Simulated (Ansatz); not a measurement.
The system is Nb3Sn.

```
Sn Nb
1.0
     5.28210    0.00000    0.00000
     0.00000    5.28210    0.00000
     0.00000    0.00000    5.28210
Sn Nb
2 6
Direct
  0.50000 0.50000 0.50000
  0.00000 0.00000 0.00000
  0.00000 0.50000 0.25000
  0.00000 0.50000 0.75000
  0.50000 0.25000 0.00000
  0.75000 0.00000 0.50000
  0.50000 0.75000 0.00000
  0.25000 0.00000 0.50000
```

Base run:

| Quantity | Value |
| --- | --- |
| Program | Ansatz 0.2.0 |
| Functional | PBE |
| Potentials or basis | Ansatz PAW |
| Cutoff | 420 eV (not typed: the program's choice for these potentials) |
| k mesh | 5 × 5 × 5 |
| Occupations | fermi-dirac, width 0.05 eV |
| Spin | no spin polarisation |

Its results: band gap on the k mesh none (metal or under the smearing width); pressure 3.7 GPa.

Q: The run is repeated on the same cell with these changes: functional from PBE to RPBE. What comes out?

A: Band gap on the k mesh none (metal or under the smearing width); pressure 6.5 GPa.

RPBE binds less tightly than PBE, so the same cell stands under more pressure.

Caveats: spin-orbit coupling is left out, which moves the levels of the heavy elements; the PAW data sets come from PBE, with cores solved anew for the run's functional, which leaves a small shift of forces and pressure (some runs).
